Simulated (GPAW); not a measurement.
The system is MoS2.

```xyz
3
Lattice="3.2275 0.0000 0.0000 -1.6137 2.7951 0.0000 0.0000 0.0000 6.3125" Properties=species:S:1:pos:R:3 pbc="T T T"
Mo    0.0000    0.0000    3.1562
S     1.6137    0.9317    4.7008
S     0.0000    1.8634    1.6117
```

Measurements of this composition are mostly on another form, of space group No. 194.

```yaml
Program: GPAW 26.7.0
Task: relaxation of cell and atoms
Functional: BLYP
Dispersion: D4
Potentials_or_basis: PAW data sets generated in the run's folder for this functional
Cutoff: 600 eV
Basis: pw
k_mesh: 9 × 9 × 4
Occupations: fermi-dirac, width 0.05 eV
Spin: no spin polarisation
```

At the start: pressure 0.8 GPa; volume 18.98 Å³/atom.

Question: Where does the relaxation end?

Answer: Over 13 steps the energy falls by 33.5 meV/atom and the volume is 17.30 Å³/atom (-8.8 %); space group P-3m1 (No. 164, to 0.05 Å).

The path:
```
step  energy change (eV)  largest force (eV/Å)  pressure (GPa)  volume (Å³)
   1              0.0000                0.5531            0.77        56.94
   2             -0.0079                0.4102           -0.09        57.02
   3             -0.0190                0.0631           -2.06        57.02
   4             -0.0236                0.0251           -2.45        56.81
   5             -0.0447                0.3154           -3.11        55.23
   6             -0.0611                0.4252           -2.23        53.38
   7             -0.0733                0.2968           -0.33        52.11
   8             -0.0812                0.0370            1.36        51.71
   9             -0.0849                0.0706            1.75        51.74
  10             -0.0922                0.1890            1.88        51.78
  11             -0.0980                0.1737            1.22        51.85
  12             -0.1001                0.0717            0.38        51.90
  13             -0.1004                0.0163            0.06        51.91
```

Final structure:
```
Mo S
1.0
     3.24706   -0.00003    0.00002
    -1.62356    2.81202   -0.00002
     0.00004   -0.00002    5.68552
Mo S
1 2
Direct
  0.00000 0.00000 0.50000
  0.66666 0.33334 0.77208
  0.33334 0.66666 0.22792
```

Caveat: later steps reuse the first step's grids.
